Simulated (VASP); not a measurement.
Here is a VASP 6.6.1 calculation.

Contents of INCAR:

```
PREC = Accurate
ENCUT = 300
EDIFF = 1E-7
ISMEAR = 0
SIGMA = 0.03
LREAL = False
LASPH = True
NELM = 80
ALGO = Fast
ISIF = 2
LWAVE = False
LCHARG = False
GGA = PE
IBRION = 2
NSW = 40
EDIFFG = -0.01
```

File KPOINTS:

```
regular mesh
0
Gamma
  4 4 4
```

POSCAR

```
KCl                                     
1.0
   -0.0000000000      3.1542817911      3.1542817911
    3.1542817911      0.0000000000      3.1542817911
    3.1542817911      3.1542817911     -0.0000000000
  K               Cl            
     1     1
Direct
     1.0000000000000000    1.0000000000000000    0.0000000000000000
     0.5000000000000000    0.5000000000000000    0.5000000000000000
```

Potentials or basis: VASP PAW PBE potentials, release 64 (K_pv, Cl).

Launch:

```bash
$ cat potpaw_PBE.64/K_pv/POTCAR potpaw_PBE.64/Cl/POTCAR > POTCAR
$ mpirun -np 1 vasp_std > vasp.out
```

(1) Estimate the band gap on the k mesh.

Results:

(1) 5.15 eV, direct.

Caveat: the k mesh is coarse (spacing up to 0.43 Å⁻¹), so the values aren't converged; the relaxation stopped at its first step, so nothing moved.
